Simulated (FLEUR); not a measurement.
# CdS (Greenockite) (P6_3mc) in FLEUR: notebook

The runs below take CdS (Greenockite) through equation of state, band structure, with PBEsol.

All numbers are computed with FLEUR MaX-R8.1 (later development tree); they aren't measurements. Logs are shortened: lines on timing, memory, paths and dates and some standing lists are left out, and cuts for length are marked.

**Measured values to compare with.**

From “Isotope dependence of band-gap energy”, 2008, arxiv:0807.2152, for a bulk crystal of CdS: band gap 2.5809 ± 0.0002 eV.

How close the calculation comes is told below.

### Step 1. The crystal as given

Symmetry: P6_3mc, No. 186, hexagonal system. Conventional cell: a = 4.150 Å, b = 4.150 Å, c = 6.737 Å, α = 90.00°, β = 90.00°, γ = 120.00°. Cd (site symmetry 3m) has 4 S at 2.53 to 2.54 Å as nearest neighbours. S (site symmetry 3m) has 4 Cd at 2.53 to 2.54 Å as nearest neighbours.

### Step 2. Equation of state, PBEsol, 23.61 Å³/atom (volume scaled by 0.94)

inp.xml reads:

```xml
<?xml version="1.0" encoding="UTF-8" standalone="no"?>
<fleurInput fleurInputVersion="0.39">
   <comment>
      CdS                                                                                                 
   </comment>
   <calculationSetup>
      <cutoffs Kmax="5.33" Gmax="16.5" GmaxXC="16.5" numbands="0"/>
      <scfLoop itmax="60" minDistance="0.00001" maxIterBroyd="15" imix="Anderson" alpha="0.05" precondParam="0.0" spinf="2.0" sdNocoIR="T"/>
      <coreElectrons ctail="T" frcor="F" kcrel="0" coretail_lmax="0"/>
      <xcFunctional name="PBEs" relativisticCorrections="F"/>
      <magnetism jspins="1"/>
      <soc l_soc="F" theta="0.0" phi="0.0" spav="F"/>
      <expertModes spex="0" secvar="F"/>
      <geometryOptimization l_f="F" forcealpha="1.0" forcemix="BFGS" epsdisp="0.00001" epsforce="0.00001"/>
      <ldaU l_linMix="F" mixParam="0.05" spinf="1.0"/>
   </calculationSetup>
   <cell>
      <bzIntegration valenceElectrons="52.0" mode="hist" fermiSmearingEnergy="0.00183747">
         <kPointListSelection listName="default-1"/>
         <!-- k-points included here -->
         <xi:include xmlns:xi="http://www.w3.org/2001/XInclude" href="kpts.xml"> </xi:include>
      </bzIntegration>
      <!-- symmetry operations included here -->
      <xi:include xmlns:xi="http://www.w3.org/2001/XInclude" href="sym.xml"> </xi:include>
      <bulkLattice scale="0.9795861087">
         <bravaisMatrix>
            <row-1>    7.8423634170900005     0.0000000000000000     0.0000000000000000</row-1>
            <row-2>   -3.9211817085450003     6.7916859448994336     0.0000000000000000</row-2>
            <row-3>    0.0000000000000000     0.0000000000000000    12.7310849014301990</row-3>
         </bravaisMatrix>
      </bulkLattice>
   </cell>
   <atomSpecies>
      <species name="Cadmium (Cd)" element="Cd" atomicNumber="48">
         <mtSphere radius="2.45" gridPoints="837" logIncrement="0.015"/>
         <atomicCutoffs lmax="10" lnonsphr="10"/>
         <electronConfig flipSpins="F">
            <coreConfig>(1s1/2) (2s1/2) (2p1/2) (2p3/2) (3s1/2) (3p1/2) (3p3/2) (3d3/2) (3d5/2)</coreConfig>
            <valenceConfig>(4s1/2) (4p1/2) (4p3/2) (5s1/2) (4d3/2) (4d5/2)</valenceConfig>
         </electronConfig>
         <energyParameters s="5" p="5" d="4" f="4"/>
         <lo type="SCLO" l="0" n="4" eDeriv="0"/>
         <lo type="SCLO" l="1" n="4" eDeriv="0"/>
         <lo type="SCLO" l="1" n="4" eDeriv="1"/>
         <lo type="SCLO" l="2" n="4" eDeriv="2"/>
         <lo type="SCLO" l="3" n="4" eDeriv="2"/>
      </species>
      <species name="Sulfur (S)" element="S" atomicNumber="16">
         <mtSphere radius="1.84" gridPoints="629" logIncrement="0.018"/>
         <atomicCutoffs lmax="8" lnonsphr="8"/>
         <electronConfig flipSpins="F">
            <coreConfig>(1s1/2) (2s1/2) (2p1/2) (2p3/2)</coreConfig>
            <valenceConfig>(3s1/2) (3p1/2) (3p3/2)</valenceConfig>
            <stateOccupation state="(3p1/2)" spinUp="0.666667" spinDown="0.666667"/>
            <stateOccupation state="(3p3/2)" spinUp="1.333333" spinDown="1.333333"/>
         </electronConfig>
         <energyParameters s="3" p="3" d="3" f="4"/>
         <lo type="SCLO" l="0" n="3" eDeriv="2"/>
         <lo type="SCLO" l="1" n="3" eDeriv="2"/>
         <lo type="SCLO" l="2" n="3" eDeriv="2"/>
         <lo type="SCLO" l="3" n="4" eDeriv="2"/>
      </species>
   </atomSpecies>
   <atomGroups>
      <atomGroup species="Cadmium (Cd)">
         <relPos label="                   1">-1.000/3.000 1.000/3.000 1.000/2.000</relPos>
         <relPos label="                   2">1.000/3.000 -1.000/3.000 .0000000000</relPos>
         <force calculate="T" relaxXYZ="TTT"/>
      </atomGroup>
      <atomGroup species="Sulfur (S)">
         <relPos label="                   3">-1.000/3.000 1.000/3.000 -1.000/8.000</relPos>
         <relPos label="                   4">1.000/3.000 -1.000/3.000 3.000/8.000</relPos>
         <force calculate="T" relaxXYZ="TTT"/>
      </atomGroup>
   </atomGroups>
   <output dos="F" band="F" slice="F">
      <checks vchk="F" cdinf="F"/>
      <bandDOS minEnergy="-.5*Htr" maxEnergy="0.5*Htr" sigma="0.015" storeEVData="T"/>
      <vacuumDOS vacdos="F" integ="F" star="F" nstars="0" locx1="0.0" locy1="0.0" locx2="0.0" locy2="0.0" nstm="0" tworkf="0.0"/>
      <unfoldingBand unfoldBand="F" supercellX="1" supercellY="1" supercellZ="1"/>
      <plotting iplot="0" polar="F">
         <plot TwoD="T" vec1="  1.0  0.0  0.0" vec2="  0.0  1.0  0.0" vec3="  0.0  0.0  1.0" zero="  0.0  0.0  0.0" file="plot"/>
      </plotting>
      <chargeDensitySlicing numkpt="0" minEigenval="0.0" maxEigenval="0.0" nnne="0" pallst="F"/>
      <specialOutput eonly="F"/>
      <moessbauerParams electricFieldGradient="T" isomerShift="T" coreHyperfine="T" valenceHyperfine="T"/>
      <magneticCircularDichroism mcd="F" energyLo="-10.0" energyUp="0.0"/>
   </output>
  <!-- We include the file relax.xml here to enable relaxations (see documentation) -->
  <xi:include xmlns:xi="http://www.w3.org/2001/XInclude" href="relax.xml"> <xi:fallback/> </xi:include>
</fleurInput>
```

Potentials or basis: all-electron, FLAPW.

Launch:

```
$ inpgen -f crystal.txt -profile fastHighL
$ # inp.xml edited to the form shown
$ mpirun -n 4 fleur_MPI -pe_per_kpt 1
```

What it wrote:

```text
Welcome to FLEUR        (www.flapw.de)
      MaX-Release 8.1          (www.max-centre.eu)

 ========== k-point set info ==========
 Selected k-point list: default-1
 k-point list type: mesh
 7 x 7 x 4
 Number of k points: 24

 ------------Calculation Setup---------------------------
 Number of MPI-tasks      :            4
 Number of PE/node        :            4
 Number of OMP-threads    :            1
 Using exactly            1  PE per kpt
 k-points in parallel     :            4
 pe's per k-point         :            1
 No of k-point loops      :            6
 Using exactly            1  PE per kpt
 Using exactly            1  PE per kpt
 Using exactly            1  PE per kpt
 Eigenvalue solver        :       lapack
 Number of basis functions:         1795
 Approximate size of matrices (H+S) per k-point:         0.096 GB
 --------------------------------------------------------
 Iteration:     1   Distance:       8.06104721 me/bohr^3
 Iteration:     2   Distance:       7.20955033 me/bohr^3
 Iteration:     3   Distance:       3.78844066 me/bohr^3
 Iteration:     4   Distance:       1.63216464 me/bohr^3
 Iteration:     5   Distance:       1.11074671 me/bohr^3
 Iteration:     6   Distance:       0.27282310 me/bohr^3
 Iteration:     7   Distance:       0.21449767 me/bohr^3
 Iteration:     8   Distance:       0.02991314 me/bohr^3
 Iteration:     9   Distance:       0.00654264 me/bohr^3
 Iteration:    10   Distance:       0.00262793 me/bohr^3
 Iteration:    11   Distance:       0.00054171 me/bohr^3
 Iteration:    12   Distance:       0.00048746 me/bohr^3
 Iteration:    13   Distance:       0.00014463 me/bohr^3
 Iteration:    14   Distance:       0.00001672 me/bohr^3
 Iteration:    15   Distance:       0.00001410 me/bohr^3
 Iteration:    16   Distance:       0.00001284 me/bohr^3
 Iteration:    17   Distance:       0.00000618 me/bohr^3

 ********************************************************************
 Run finished successfully
 Stop message:
   all done
 ********************************************************************
```

It took 9.9 min on 4 MPI ranks of AMD EPYC 7R43 (Zen 3), shared host.

Results:

- Free energy: -326103.9002 eV
- Band gap on the k mesh: 1.19 eV, direct
- Valence electrons inside the program's atomic spheres: Cd 18.39; S 3.35 (radii Cd 2.45, S 1.84 bohr)

### Step 3. Equation of state, PBEsol, 24.12 Å³/atom (volume scaled by 0.96)

Changes to inp.xml since step 2:

```diff
@@ -24,3 +24,3 @@
       <xi:include xmlns:xi="http://www.w3.org/2001/XInclude" href="sym.xml"> </xi:include>
-      <bulkLattice scale="0.9795861087">
+      <bulkLattice scale="0.9864848297">
          <bravaisMatrix>
```

Potentials or basis: all-electron, FLAPW.

Launch:

```
$ inpgen -f crystal.txt -profile fastHighL
$ # inp.xml edited to the form shown
$ mpirun -n 4 fleur_MPI -pe_per_kpt 1
```

It took 9.5 min on 4 MPI ranks of AMD EPYC 7R43 (Zen 3), shared host.

Results (log left out):

```
Free energy                                           : -326103.9296 eV
Band gap on the k mesh                                : 1.15 eV, direct
Valence electrons inside the program's atomic spheres : Cd 18.37; S 3.34 (radii Cd 2.45, S 1.84 bohr)
```

### Step 4. Equation of state, PBEsol, 24.62 Å³/atom (volume scaled by 0.98)

Changes to inp.xml since step 3:

```diff
@@ -24,3 +24,3 @@
       <xi:include xmlns:xi="http://www.w3.org/2001/XInclude" href="sym.xml"> </xi:include>
-      <bulkLattice scale="0.9864848297">
+      <bulkLattice scale="0.9932883884">
          <bravaisMatrix>
```

Launch:

```
$ inpgen -f crystal.txt -profile fastHighL
$ # inp.xml edited to the form shown
$ mpirun -n 4 fleur_MPI -pe_per_kpt 1
```

Run time: 11 min. Hardware: 4 MPI ranks of AMD EPYC 7R43 (Zen 3), shared host.

It converged, with:

* Free energy: -326103.9412 eV
* Band gap on the k mesh: 1.10 eV, direct
* Valence electrons inside the program's atomic spheres: Cd 18.35; S 3.33 (radii Cd 2.45, S 1.84 bohr)

### Step 5. Equation of state, PBEsol, 25.12 Å³/atom

Changes to inp.xml since step 4:

```diff
@@ -24,3 +24,3 @@
       <xi:include xmlns:xi="http://www.w3.org/2001/XInclude" href="sym.xml"> </xi:include>
-      <bulkLattice scale="0.9932883884">
+      <bulkLattice scale="1.0000000000">
          <bravaisMatrix>
```

Launch:

```
$ inpgen -f crystal.txt -profile fastHighL
$ # inp.xml edited to the form shown
$ mpirun -n 4 fleur_MPI -pe_per_kpt 1
```

Run time: 10 min. Hardware: 4 MPI ranks of AMD EPYC 7R43 (Zen 3), shared host.

The run converged. Its results:

```
Free energy                                           : -326103.9367 eV
Band gap on the k mesh                                : 1.06 eV, direct
Valence electrons inside the program's atomic spheres : Cd 18.33; S 3.32 (radii Cd 2.45, S 1.84 bohr)
```

### Step 6. Equation of state, PBEsol, 25.62 Å³/atom (volume scaled by 1.02)

Changes to inp.xml since step 5:

```diff
@@ -24,3 +24,3 @@
       <xi:include xmlns:xi="http://www.w3.org/2001/XInclude" href="sym.xml"> </xi:include>
-      <bulkLattice scale="1.0000000000">
+      <bulkLattice scale="1.0066227096">
          <bravaisMatrix>
```

Potentials or basis: all-electron, FLAPW.

Launch:

```
$ inpgen -f crystal.txt -profile fastHighL
$ # inp.xml edited to the form shown
$ mpirun -n 4 fleur_MPI -pe_per_kpt 1
```

It took 12 min on 4 MPI ranks of AMD EPYC 7R43 (Zen 3), shared host.

The run converged. Its results:

```yaml
Free_energy: -326103.9180 eV
Band_gap_on_the_k_mesh: 1.01 eV, direct
Valence_electrons_inside_the_program's_atomic_spheres: Cd 18.32; S 3.31 (radii Cd 2.45, S 1.84 bohr)
```

### Step 7. Equation of state, PBEsol, 26.13 Å³/atom (volume scaled by 1.04)

Changes to inp.xml since step 6:

```diff
@@ -24,3 +24,3 @@
       <xi:include xmlns:xi="http://www.w3.org/2001/XInclude" href="sym.xml"> </xi:include>
-      <bulkLattice scale="1.0066227096">
+      <bulkLattice scale="1.0131594038">
          <bravaisMatrix>
```

Launch:

```
$ inpgen -f crystal.txt -profile fastHighL
$ # inp.xml edited to the form shown
$ mpirun -n 4 fleur_MPI -pe_per_kpt 1
```

It took 12 min on 4 MPI ranks of AMD EPYC 7R43 (Zen 3), shared host.

It converged, with:

```
Free energy                                           : -326103.8866 eV
Band gap on the k mesh                                : 0.97 eV, direct
Valence electrons inside the program's atomic spheres : Cd 18.30; S 3.31 (radii Cd 2.45, S 1.84 bohr)
```

### Step 8. Equation of state, PBEsol

Potentials or basis: all-electron, FLAPW.

This step only gathers the single runs of the series.

Results:

| Property | Result |
| --- | --- |
| Equilibrium volume | 24.72 Å³/atom |
| Bulk modulus at fixed shape and positions | 61 GPa |
| Pressure derivative of the bulk modulus | 4.6 |

Energy against volume, from the lowest point:
| volume (Å³/atom) | energy (meV/atom) |
| --- | --- |
| 23.614 | 10.25 |
| 24.116 | 2.89 |
| 24.618 | 0.00 |
| 25.121 | 1.11 |
| 25.623 | 5.78 |
| 26.126 | 13.63 |

Caveat: the cell was scaled at fixed shape and fractional positions, which overstates the stiffness of a crystal with free parameters, most of all of layers and chains.

(Part 1 of 2 ends here.)
